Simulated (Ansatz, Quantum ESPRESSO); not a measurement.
Given: the input of a run of Ansatz 0.2.0 on Ti2C. The cell comes from a database or a generator and needn't be the stable form of this composition.

Contents of input.yaml:

```yaml
crystal:
  lattice:
    - [1.540698181, 0.8895225095, 4.8137698526]
    - [-1.540698181, 0.8895225095, 4.8137698526]
    - [0.0, -1.7790450191, 4.8137698526]
  atoms:
    - { symbol: Ti, position: [0.75450217, 0.75450217, 0.75450217] }
    - { symbol: Ti, position: [0.24549783, 0.24549783, 0.24549783] }
    - { symbol: C, position: [0.5, 0.5, 0.5] }
kpoints:
  mp_grid: { grid: [10, 10, 10] }
scf:
  occupations: { method: fermi_dirac, width: 0.05 }
hamiltonian:
  xc: pbesol
  pseudopotentials: { kind: all_electron, lapw: { basis_error: 0.001 } }
output:
  forces: true
  stress: true
  eigenvalues: true
  populations: true
```

Potentials or basis: all-electron LAPW, scalar-relativistic.

Command:

```console
$ ansatz run input.yaml --threads 2 --pin off --max-ram 8192MiB --backend cpu --events-out ev --progress --plain --runs-dir out
```

What does the same run look like in Quantum ESPRESSO 7.5? Potentials or basis there: GBRV 1.5 PBEsol, cutoff 612 eV.

As run (cutoffs and basis follow the program's own potentials, and thresholds, step limits or extra output files can differ):

Contents of pw.in:

```
&CONTROL
  calculation = 'scf'
  prefix = 'pwscf'
  outdir = './tmp'
  pseudo_dir = './pseudo'
  tprnfor = .true.
  tstress = .true.
  disk_io = 'low'
/
&SYSTEM
  ibrav = 0
  celldm(1) = 8
  nat = 3
  ntyp = 2
  ecutwfc = 45
  ecutrho = 360
  nbnd = 21
  occupations = 'smearing'
  smearing = 'fd'
  degauss = 0.00367493
/
&ELECTRONS
  conv_thr = 6d-10
  electron_maxstep = 120
  mixing_beta = 0.5
/
ATOMIC_SPECIES
Ti    47.8670 ti_pbesol_v1.4.uspp.F.UPF
C     12.0110 c_pbesol_v1.2.uspp.F.UPF
CELL_PARAMETERS alat
  0.3639372003499   0.2101192405806   1.1370883310493
 -0.3639372003499   0.2101192405806   1.1370883310493
  0.0000000000000  -0.4202384811848   1.1370883310493
ATOMIC_POSITIONS crystal
Ti     0.7545021700    0.7545021700    0.7545021700
Ti     0.2454978300    0.2454978300    0.2454978300
C      0.5000000000    0.5000000000    0.5000000000
K_POINTS automatic
10 10 10 0 0 0
```

Contents of pp_density.in:

```
&INPUTPP
  prefix = 'pwscf'
  outdir = './tmp'
  filplot = 'density.dat'
  plot_num = 0
/
&PLOT
  nfile = 1
  filepp(1) = 'density.dat'
  iflag = 3
  output_format = 6
  fileout = 'density.cube'
/
```

pp_potential.in

```
&INPUTPP
  prefix = 'pwscf'
  outdir = './tmp'
  filplot = 'potential.dat'
  plot_num = 11
/
&PLOT
  nfile = 1
  filepp(1) = 'potential.dat'
  iflag = 3
  output_format = 6
  fileout = 'potential.cube'
/
```

Potentials or basis: GBRV 1.5 PBEsol.

Command:

```sh
$ OMP_NUM_THREADS=1 mpirun -n 2 pw.x -nk 2 -in pw.in > pw.out
$ OMP_NUM_THREADS=1 mpirun -n 1 pp.x -in pp_density.in > pp_density.out
$ OMP_NUM_THREADS=1 mpirun -n 1 pp.x -in pp_potential.in > pp_potential.out
```

Both were run:

|  | Ansatz | Quantum ESPRESSO |
| --- | --- | --- |
| Pressure | -4.7 GPa | -4.7 GPa |
| Largest force | 0.187 eV/Å | 0.184 eV/Å |

Where Ansatz's input types no cutoff or centring, it takes its own default and a Γ-centred mesh.

Pressure is positive in compression.
